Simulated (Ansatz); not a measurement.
Ca under compression: one row to predict

The cell was found from a structure generator's guess, not taken from experiment.

These are results of DFT PBE, scalar-relativistic, plane waves, PAW in Ansatz 0.2.0, not measurements. Plane waves to 420 eV, an 18×18×18 mesh through Γ for the 1-atom cell and 0.10 eV Gaussian smearing; no spin polarisation.

```
Ca
1.0
    -2.24378    2.24378    2.08983
     2.24378   -2.24378    2.08983
     2.24378    2.24378   -2.08983
Ca
1
Direct
  0.00000 0.00000 0.00000
```

The cell was set to several volumes, with shape and atoms relaxed at each where symmetry leaves them free. Pressure is positive in compression, and energies count from the lowest row. No row has a gap on its mesh.

```tsv
row	V (Å³/atom)	P (GPa)	ΔE (meV/atom)
1	37.035	2.50	37.1
2	38.298	1.84	20.1
3	39.560	?	?
4	40.823	0.54	1.9
5	42.085	0.00	0.0
6	43.348	-0.47	2.0
7	44.611	-0.89	7.5
8	46.294	-1.37	19.6
```

**Question.** Find B = −V·ΔP/ΔV from rows 4 and 6 and from rows 1 and 2, and from the two its slope B′ and its value B0 at zero pressure.

**Answer.** Rows 4 and 6 give −(40.823 + 43.348)/2 × (-0.47 − (0.54))/(43.348 − 40.823) = 16.8 GPa at a mean pressure of 0.04 GPa. Rows 1 and 2 give −(37.035 + 38.298)/2 × (1.84 − (2.50))/(38.298 − 37.035) = 19.7 GPa at a mean pressure of 2.17 GPa. So B′ = (19.7 − 16.8)/(2.17 − (0.04)) = 1.36 and B0 = 16.8 − 1.36 × (0.04) = 16.7 GPa. A third-order Birch–Murnaghan fit to all the energies gives B0 = 16.8 GPa and B′ = 3.0.

**Question.** Estimate the pressure and energy of row 3.

**Answer.** From row 5, V0 = 42.085 × (1 + (0.00)/16.7) = 42.085 Å³/atom. Murnaghan's form P = (B0/B′)·[(V0/V)^B′ − 1] gives (16.7/1.36) × [(42.085/39.560)^1.36 − 1] = 1.08 GPa; the computed pressure is 1.15 GPa, so the estimate is off by -0.07 GPa. The work of compression from row 4, with the mean of the two pressures, gives ΔE = 1.9 + (1.08 + 0.54)/2 × (40.823 − 39.560)/160.2 × 1000 = 8.3 meV/atom (1 eV/Å³ = 160.2 GPa); the computed value is 8.4 meV/atom.

All volumes keep the k mesh of the relaxed cell. Symmetry constrained the relaxation, so the result can be a saddle point.
